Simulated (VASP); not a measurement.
# Os: single point with LDA

Slab: Os, a slab with vacuum.

```
Os
1.0
     2.68863    0.00000    0.00000
     0.00000    3.80230    0.00000
     0.00000    0.00000   20.84911
Os
4
Cartesian
  1.3443 1.9012 4.0000
  0.0000 0.0000 5.3443
  1.3443 1.9012 6.6929
  0.0000 0.0000 7.8491
```

The slab is cut from a database's or a generator's crystal, which needn't be the stable form of the element.

The cell isn't the ideal one: the clean substrate in the cell of the map.

| Item | Value |
| --- | --- |
| Program | VASP 6.6.1 |
| Task | single point |
| Functional | LDA |
| Potentials or basis | VASP PAW LDA potentials, release 64 (Os) |
| Cutoff | 520 eV |
| k mesh | 10 × 7 × 1 |
| Occupations | gaussian, width 0.1 eV |
| Spin | no spin polarisation |
| Dipole correction | yes |
| Further INCAR settings | ALGO = Fast; EDIFF = 1e-07; NBANDS = 24 |

| Property | Result |
| --- | --- |
| Largest force | 2.203 eV/Å |
| Band gap on the k mesh | none (metal or under the smearing width) |
| Work function of the upper face | 4.84 eV |
| Work function of the lower face | 5.14 eV |

Forces on the atoms (eV/Å):
```
Os   0.000  0.000  2.110
Os   0.000  0.000 -2.203
Os   0.000  0.000 -0.024
Os   0.000  0.000  0.117
```

Levels at points of the mesh, in eV from the Fermi level:
```tsv
k point	band 13	band 14	band 15	band 16	band 17	band 18	band 19	band 20
(0.00, 0.00, 0.00)	-1.28	-0.99	-0.86	-0.81	-0.53	0.33	0.54	1.09
(0.50, 0.00, 0.00)	0.28	0.50	0.58	0.66	1.32	1.74	2.09	2.56
```

Wall time 110 s on 1 thread of Intel(R) Xeon(R) 6975P-C (Granite Rapids) (shared host), peak memory 0.27 GiB.

Spin-orbit coupling is left out, which matters for the levels of Os.
